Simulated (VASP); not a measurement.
# Co (P-3m1) in VASP: further runs

Runs on Co. Level: LDA. Tasks: single point.

Everything below comes from runs of VASP 6.6.1. Logs are shortened: lines on timing, memory, paths and dates and some standing lists are left out, and cuts for length are marked.

## 1. Starting point

Symmetry: P-3m1, No. 164, trigonal system. The conventional cell has a = 2.487 Å, b = 2.487 Å, c = 4.063 Å, α = 90.00°, β = 90.00°, γ = 120.00°. Co (site symmetry 3m) is surrounded by 12 Co at 2.42 to 2.55 Å.

This isn't the form of Co at room conditions, which is hcp.

## 2. Single point, LDA, collinear spin, ferromagnetic start

INCAR reads:

```
SYSTEM = Co
ADDGRID = .FALSE.
ALGO = Normal
EDIFF = 1E-6
ENCUT = 460
GGA = CA
ISIF = 2
ISMEAR = -1
ISPIN = 2
LASPH = .TRUE.
LCHARG = .FALSE.
LMAXMIX = 4
LORBIT = 11
LREAL = .FALSE.
LWAVE = .FALSE.
MAGMOM = 2 2
NBANDS = 20
NELM = 100
PREC = Accurate
SIGMA = 0.2
```

KPOINTS reads:

```
k-points
0
G
  7 7 4
  0 0 0
```

POSCAR reads:

```
Co
1.0
    2.4873648738      0.0000000000      0.0000000000
   -1.2436824369      2.1541211692      0.0000000000
    0.0000000000      0.0000000000      4.0632895034
Co
2
Direct
    0.3275520000      0.6759820000      0.7288160000
    0.6891290000      0.3188900000      0.2643300000
```

Potentials or basis: VASP PAW LDA potentials, release 64 (Co).

Command:

```
> cat potpaw_LDA.64/Co/POTCAR > POTCAR
> mpirun -np 1 vasp_std > vasp.out
```

OUTCAR:

```text
SYSTEM = Co
   EDIFF = 1E-6
   ENCUT = 460
   GGA = CA
   ISIF = 2
   ISMEAR = -1
   ISPIN = 2
   LASPH = .TRUE.
   LORBIT = 11
   LREAL = .FALSE.
   NELM = 100
   PREC = Accurate

 Found     99 irreducible k-points:

 Following reciprocal coordinates:
            Coordinates               Weight
  0.000000  0.000000  0.000000      1.000000
  0.142857  0.000000  0.000000      2.000000
  0.000000  0.142857  0.000000      2.000000
 -0.142857  0.142857  0.000000      2.000000
  0.285714  0.000000  0.000000      2.000000
  0.000000  0.285714  0.000000      2.000000
   k-points           NKPTS =     99   k-points in BZ     NKDIM =     99   number of bands    NBANDS=     20
   number of dos      NEDOS =    301   number of ions     NIONS =      2
   total plane-waves  NPLWV =   9072
   dimension x,y,z NGX =    18 NGY =   18 NGZ =   28
   dimension x,y,z NGXF=    36 NGYF=   36 NGZF=   56
   ions per type =               2
   NGX,Y,Z   is equivalent  to a cutoff of  12.03, 12.03, 11.46 a.u.
   NGXF,Y,Z  is equivalent  to a cutoff of  24.06, 24.06, 22.91 a.u.
 SYSTEM =  Co
   PREC   = accura    normal or accurate (medium, high low for compatibility)
   ISTART =      0    job   : 0-new  1-cont  2-samecut
   ICHARG =      2    charge: 1-file 2-atom 10-const
   ISPIN  =      2    spin polarized calculation?
   LNONCOLLINEAR =      F non collinear calculations
   LSORBIT =      F    spin-orbit coupling
   LASPH  =      T    aspherical Exc in radial PAW
   ENCUT  =  460.0 eV  33.81 Ry    5.81 a.u.   4.35  4.35  7.11*2*pi/ulx,y,z
   NELM   =    100;   NELMIN=  2; NELMDL= -5     # of ELM steps
   EDIFF  = 0.1E-05   stopping-criterion for ELM
   LREAL  =      F    real-space projection
   EDIFFG = 0.1E-04   stopping-criterion for IOM
   NSW    =      0    number of steps for IOM
   IBRION =     -1    ionic relax: 0-MD 1-quasi-New 2-CG
   NFREE  =      0    steps in history (QN), initial steepest desc. (CG)
   ISIF   =      2    stress and relaxation
   ISYM   =      2    0-nonsym 1-usesym 2-fastsym
   POTIM  = 0.5000    time-step for ionic-motion
   TEBEG  =    0.0;   TEEND  =   0.0 temperature during run
   PSTRESS=    0.0 pullay stress
   NELECT =      18.0000    total number of electrons
   NUPDOWN=      -1.0000    fix difference up-down
   EMIN   =  10.00;   EMAX   =-10.00  energy-range for DOS
   EFERMI =   0.00;   METHOD = LEGACY
   ISMEAR =    -1;   SIGMA  =   0.20  broadening in eV -4-tet -1-fermi 0-gaus
   EFERMI_NEDOS =   21; number of points for ismear=-14 and -15
   IALGO  =     38    algorithm
   IMIX   =      4    mixing-type and parameters
     AMIX     =   0.40;   BMIX     =  1.00
     AMIX_MAG =   1.60;   BMIX_MAG =  1.00
  volume/ion in A,a.u.               =      10.89        73.46
  Fermi-wavevector in a.u.,A,eV,Ry     =   1.536514  2.903591 32.121660  2.360875
  Thomas-Fermi vector in A             =   2.643152
   LORBIT       =     11    0 simple, 1 ext, 2 COOP (PROOUT), +10 PAW based schemes
   GGA     = CA    functional components
   LHFCALC =     F    Hartree Fock is set to
   AEXX    =    0.0000 exact exchange contribution
   IVDW    =     0    specifies the selected vdW correction
   LEPSILON=     F    determine dielectric tensor
   LRPA    =     F    only Hartree local field effects (RPA)
 spin polarized calculation
  energy-cutoff  :      460.00
  volume of cell :       21.77
 maximum number of plane-waves:       525
 NGX is ok and might be reduce to    18
   NGX =  9   NGY =  9   NGZ = 15

 number of electron      18.0000003 magnetization       2.7496346

 Free energy of the ion-electron system (eV)
  ---------------------------------------------------
  ext. energy  EPLUGINS =         0.00000000
  ---------------------------------------------------
  free energy    TOTEN  =       -16.19099698 eV

  energy without entropy =      -15.80876678  energy(sigma->0) =      -15.99988188

 E-fermi :   9.8970     XC(G=0): -13.7063

 val. band max:        9.8775118153   @ k =   0.0000   0.2857   0.2500
 cond. band min:       9.9055668112   @ k =  -0.2857   0.2857   0.0000
 fundamental gap:      0.0280549959
 Fermi energy:         9.8970358578

 spin component 1

 k-point     1 :       0.0000    0.0000    0.0000
  band No.  band energies     occupation
      1       0.9767      1.00000
      2       4.8131      1.00000
      3       7.3526      1.00000
      4       7.4280      1.00000
      5       7.5075      0.99999
      6       7.7321      0.99998
[... 12 lines left out ...]
     19      36.0691      0.00000
     20      36.2221      0.00000

 k-point     2 :       0.1429    0.0000    0.0000
  band No.  band energies     occupation
      1       1.6837      1.00000
      2       5.2334      1.00000
      3       6.9601      1.00000
      4       7.4294      1.00000
      5       7.6106      0.99999
      6       7.8166      0.99997
[... 12 lines left out ...]
     19      36.3642      0.00000
     20      38.2871      0.00000

 k-point     3 :       0.0000    0.1429    0.0000
  band No.  band energies     occupation
      1       1.6835      1.00000
      2       5.2321      1.00000
      3       6.9610      1.00000
      4       7.4329      1.00000
      5       7.6059      0.99999
      6       7.8175      0.99997
[... 12 lines left out ...]
     19      36.3832      0.00000
     20      38.2982      0.00000

 k-point     4 :      -0.1429    0.1429    0.0000
  band No.  band energies     occupation
      1       1.6807      1.00000
      2       5.2001      1.00000
      3       6.9671      1.00000
      4       7.5026      0.99999
      5       7.5925      0.99999
      6       7.7168      0.99998
[... 12 lines left out ...]
     19      36.6445      0.00000
     20      38.6934      0.00000

 k-point     5 :       0.2857    0.0000    0.0000
  band No.  band energies     occupation
      1       3.5208      1.00000
      2       5.7105      1.00000
      3       6.2750      1.00000
      4       6.8218      1.00000
      5       7.3883      1.00000
      6       7.6047      0.99999
[... 12 lines left out ...]
     19      34.1111      0.00000
     20      37.3549      0.00000

 k-point     6 :       0.0000    0.2857    0.0000
  band No.  band energies     occupation
      1       3.5195      1.00000
      2       5.7057      1.00000
      3       6.2644      1.00000
      4       6.8276      1.00000
      5       7.3921      1.00000
      6       7.6022      0.99999
[... 12 lines left out ...]
     19      34.1075      0.00000
     20      37.3690      0.00000

 [... further k-points ...]

 spin component 2

 k-point     1 :       0.0000    0.0000    0.0000
  band No.  band energies     occupation
      1       1.1434      1.00000
      2       5.5962      1.00000
      3       8.5525      0.99880
      4       8.6703      0.99784
      5       8.7696      0.99645
      6       8.9930      0.98923
[... 12 lines left out ...]
     19      36.4466      0.00000
     20      36.5572      0.00000

 k-point     2 :       0.1429    0.0000    0.0000
  band No.  band energies     occupation
      1       1.8544      1.00000
      2       6.0593      1.00000
      3       8.0967      0.99988
      4       8.5128      0.99901
      5       8.7290      0.99710
      6       9.0522      0.98558
[... 12 lines left out ...]
     19      36.5559      0.00000
     20      38.6632      0.00000

 k-point     3 :       0.0000    0.1429    0.0000
  band No.  band energies     occupation
      1       1.8542      1.00000
      2       6.0582      1.00000
      3       8.0957      0.99988
      4       8.5134      0.99901
      5       8.7326      0.99705
      6       9.0450      0.98608
[... 12 lines left out ...]
     19      36.5777      0.00000
     20      38.6735      0.00000

 k-point     4 :      -0.1429    0.1429    0.0000
  band No.  band energies     occupation
      1       1.8517      1.00000
      2       6.0313      1.00000
      3       8.0645      0.99990
      4       8.5347      0.99890
      5       8.7957      0.99596
      6       8.9843      0.98968
[... 12 lines left out ...]
     19      36.8748      0.00000
     20      39.0962      0.00000

 k-point     5 :       0.2857    0.0000    0.0000
  band No.  band energies     occupation
      1       3.7491      1.00000
      2       6.6812      1.00000
      3       7.2327      1.00000
      4       7.8254      0.99997
      5       8.5284      0.99893
      6       8.8462      0.99480
[... 12 lines left out ...]
     19      34.2500      0.00000
     20      37.7324      0.00000

 k-point     6 :       0.0000    0.2857    0.0000
  band No.  band energies     occupation
      1       3.7481      1.00000
      2       6.6767      1.00000
      3       7.2219      1.00000
      4       7.8313      0.99997
      5       8.5358      0.99889
      6       8.8442      0.99485
[... 12 lines left out ...]
     19      34.2452      0.00000
     20      37.7467      0.00000

 [... further k-points ...]

------------------------ aborting loop because EDIFF is reached ----------------------------------------

  FORCE on cell =-STRESS in cart. coord.  units (eV):
  Direction    XX          YY          ZZ          XY          YZ          ZX
  --------------------------------------------------------------------------------------
  -------------------------------------------------------------------------------------
  Total       -2.4358375     -2.2155745     -2.2777192      0.2115388     -0.0875438      0.1779450
  in kB     -179.2550908   -163.0457747   -167.6190466     15.5672997     -6.4424116     13.0951066
  external PRESSURE =    -169.9733040 kB  Pullay stress =       0.0000000 kB

 VOLUME and BASIS-vectors are now :
 -----------------------------------------------------------------------------
  energy-cutoff  :      460.00
  volume of cell :       21.77
      direct lattice vectors                 reciprocal lattice vectors
     2.487364874  0.000000000  0.000000000     0.402031889  0.232113220  0.000000000
    -1.243682437  2.154121169  0.000000000     0.000000000  0.464226439  0.000000000
     0.000000000  0.000000000  4.063289503     0.000000000  0.000000000  0.246106018

 POSITION                                       TOTAL-FORCE (eV/Angst)
 -----------------------------------------------------------------------------------
     -0.02597      1.45615      2.96139         0.234077     -0.117667      0.923363
      1.31752      0.68693      1.07405        -0.234077      0.117667     -0.923363
 -----------------------------------------------------------------------------------
    total drift:                                0.000010      0.000009      0.000064

  FREE ENERGIE OF THE ION-ELECTRON SYSTEM (eV)
  ---------------------------------------------------
  free  energy   TOTEN  =       -16.1909969757 eV

  energy  without entropy=      -15.8087667757  energy(sigma->0) =      -15.99988188

 total charge

# of ion       s       p       d       tot
------------------------------------------
    1        0.492   0.518   7.290   8.300
    2        0.492   0.518   7.290   8.300
--------------------------------------------------
tot          0.984   1.036  14.580  16.599

 magnetization (x)

# of ion       s       p       d       tot
------------------------------------------
    1       -0.011  -0.029   1.415   1.374
    2       -0.011  -0.029   1.415   1.374
--------------------------------------------------
tot         -0.021  -0.059   2.829   2.749
```

Wall time 35 s (1 thread of Intel Xeon Platinum 8488C (Sapphire Rapids), shared host); peak memory 0.16 GiB.

The run converged, but some of its settings lie outside the range that counts as converged, so its numbers aren't taken as properties of the crystal.

Results:

```
Free energy                                           : -16.1910 eV
Pressure                                              : -17.0 GPa
Largest force                                         : 0.960 eV/Å
Band gap on the k mesh                                : none (metal or under the smearing width)
Net moment                                            : 2.75 μB per cell
Site moments                                          : Co +1.37 μB
Valence electrons inside the program's atomic spheres : Co 8.30
```

Caveat: the k mesh is coarse (spacing up to 0.42 Å⁻¹), so the values aren't converged.

(Continued in part 2 of 2.)
